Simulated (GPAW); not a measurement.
Crystal: AlN.

```
Al N
1.0
     0.00000    2.18399    2.18399
     2.18399    0.00000    2.18399
     2.18399    2.18399    0.00000
Al N
1 1
Direct
  0.00000 0.00000 0.00000
  0.25000 0.25000 0.25000
```

Measurements of this composition are mostly on another form, of space group No. 186.

Base run:

| Item | Value |
| --- | --- |
| Program | GPAW 26.7.0 |
| Functional | PBE |
| Potentials or basis | GPAW PAW data sets (gpaw-data 1.2.1) |
| Cutoff | 800 eV |
| Basis | pw |
| k mesh | 10 × 10 × 10 |
| Occupations | fermi-dirac, width 0.05 eV |
| Spin | no spin polarisation |

Its results: band gap on the k mesh 3.31 eV, indirect (least direct gap 4.20 eV); pressure 5.8 GPa.

The run is repeated on the same cell with these changes: functional from PBE to M06-L. What comes out?

Band gap on the k mesh 3.34 eV, indirect (least direct gap 4.21 eV); pressure -3.6 GPa.

Caveats: the PAW data sets were made with another functional, which shifts forces and pressure a little (some runs).
